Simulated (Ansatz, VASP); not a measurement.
WC4: VASP beside Ansatz

File INCAR:

```
ALGO = Normal
EDIFF = 1E-6
EDIFFG = -0.04
ENCUT = 600
GGA = PE
IBRION = 2
ISIF = 3
ISMEAR = 0
LASPH = T
LCHARG = F
LREAL = F
LWAVE = F
NELM = 100
NSW = 90
PREC = Accurate
SIGMA = 0.1
```

Contents of KPOINTS:

```
k-points
0
Gamma
  6 6 6
```

File POSCAR:

```
WC4
1.0
   -2.5415724900      2.5415724900      2.5415724900
    2.5415724900     -2.5415724900      2.5415724900
    2.5415724900      2.5415724900     -2.5415724900
W C
1 4
Direct
    0.0000000000      0.0000000000      0.0000000000
    0.0000000000      0.0000000000      0.5000000000
    0.5000000000      0.0000000000      0.0000000000
    0.5000000000      0.5000000000      0.5000000000
    0.0000000000      0.5000000000      0.0000000000
```

Input for Ansatz:

```yaml
crystal:
  lattice:
    - [-2.54157249, 2.54157249, 2.54157249]
    - [2.54157249, -2.54157249, 2.54157249]
    - [2.54157249, 2.54157249, -2.54157249]
  atoms:
    - { symbol: W, position: [0.0, 0.0, 0.0] }
    - { symbol: C, position: [0.0, 0.0, 0.5] }
    - { symbol: C, position: [0.5, 0.0, 0.0] }
    - { symbol: C, position: [0.5, 0.5, 0.5] }
    - { symbol: C, position: [0.0, 0.5, 0.0] }
basis:
  ecutwfc: 420
kpoints:
  mp_grid: { grid: [6, 6, 6] }
hamiltonian:
  xc: pbe
scf:
  occupations: { method: gaussian, width: 0.1 }
  lower_state_search: "off"
output:
  forces: true
  stress: true
  eigenvalues: true
relax:
  adjacent_minimum: "off"
  f_tol: 0.04
  max_steps: 70
  cell: { stress_tol: 0.4 }
```

Change from the starting cell: species swapped into the NiHg4 type (Im-3m, No. 229).

Alike in both runs: task relaxation of cell and atoms; functional PBE; k mesh 6 × 6 × 6; occupations gaussian, width 0.1 eV; no spin polarisation.

|  | VASP | Ansatz |
| --- | --- | --- |
| version | VASP 6.6.1 | Ansatz 0.2.0 |
| potentials or method | VASP PAW PBE potentials, release 64 (W_sv, C) | scalar-relativistic, plane waves, PAW |
| plane-wave cutoff (eV) | 600 | 420 |
| valence electrons in the cell | 30 | 30 |

|  | VASP | Ansatz | Ansatz less VASP |
| --- | --- | --- | --- |
| gap on the k mesh at the Fermi level, each at its own relaxed structure (eV) | none | none | - |
| relaxed volume (Å³/atom) | 11.20 | 11.20 | 0.000 |
| relaxed cell length with the largest relative difference (Å) | 4.174 | 4.174 | 0.0000 |
| energy change over the relaxation (meV/atom) | -168 | -170 | -1.3 |

A gap of «none» marks a metal or a gap that the smearing closes.

Spin-orbit coupling is left out, which matters for the levels of W.
